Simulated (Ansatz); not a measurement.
The system is CuO (Tenorite).

```xyz
4
Lattice="2.3447 -1.7134 0.0000 2.3447 1.7134 0.0000 -0.8606 0.0000 5.0594" Properties=species:S:1:pos:R:3 pbc="T T T"
Cu    0.7420   -0.8457    2.5297
Cu    1.1723    0.8457    0.0000
O     1.6421    0.2841    3.8133
O     2.0724   -0.2841    1.2836
```

Base run:

```yaml
Program: Ansatz 0.2.0
Functional: PBEsol
Potentials_or_basis: Ansatz PAW
Cutoff: "420 eV (not typed: the program's choice for these potentials)"
k_mesh: 10 × 10 × 5
Occupations: fermi-dirac, width 0.05 eV
Spin: no spin polarisation
Hubbard_terms: Cu d U = 2 eV
```

Its results: band gap on the k mesh none (metal or under the smearing width); pressure -1.9 GPa; largest force 0.757 eV/Å.

Task: The run is repeated on the same cell with these changes: hubbard terms from Cu d U = 2 eV to Cu d U = 1 eV. What comes out?

Result: Band gap on the k mesh none (metal or under the smearing width); pressure -2.3 GPa; largest force 0.757 eV/Å.

Caveats: the run has no spin polarisation, though such a crystal can be magnetic; U without spin polarisation on a metal has little footing; the PAW data sets come from PBE, with cores solved anew for the run's functional, which leaves a small shift of forces and pressure.
